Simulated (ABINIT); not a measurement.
## Ga in ABINIT: the effect of functional

Crystal: Ga.

```
CELL_PARAMETERS angstrom
2.77842 0.00000 0.00000
0.00000 3.28161 0.00000
-1.34343 0.00000 3.99027
ATOMIC_POSITIONS crystal
Ga 0.13460 0.75000 0.77017
Ga 0.86540 0.25000 0.22983
```

This isn't the form of Ga at room conditions, which is orthorhombic.

Alike in all runs:

| Property | Result |
| --- | --- |
| Program | ABINIT 10.8.3 (patched build) |
| Task | single point |
| Potentials or basis | Ansatz PAW PBE default generated set, frozen core |
| Cutoff | 490 eV |
| k mesh | 10 × 8 × 7 |
| Occupations | fermi-dirac, width 0.05 eV |
| Spin | no spin polarisation |

| functional | pressure (GPa) | largest force (eV/Å) |
| --- | --- | --- |
| PBE | 3.0 | 0.09 |
| LDA | -2.8 | 0.06 |
| PBEsol | -0.7 | 0.07 |
| RPBE | 5.0 | 0.09 |
| BLYP | ? | ? |
| AM05 | -1.0 | 0.06 |
| r2SCAN | -0.2 | 0.05 |
| SCAN | -1.0 | 0.02 |
| revPBE | 4.5 | 0.09 |
| PW91 | 3.2 | 0.09 |
| WC | -0.3 | 0.08 |

Problem. What does the run with functional BLYP give?

Solution. Pressure 8.6 GPa; largest force 0.12 eV/Å.

Caveats: the atomic spheres overlap; the PAW data sets were made with another functional, which shifts forces and pressure a little (some runs).
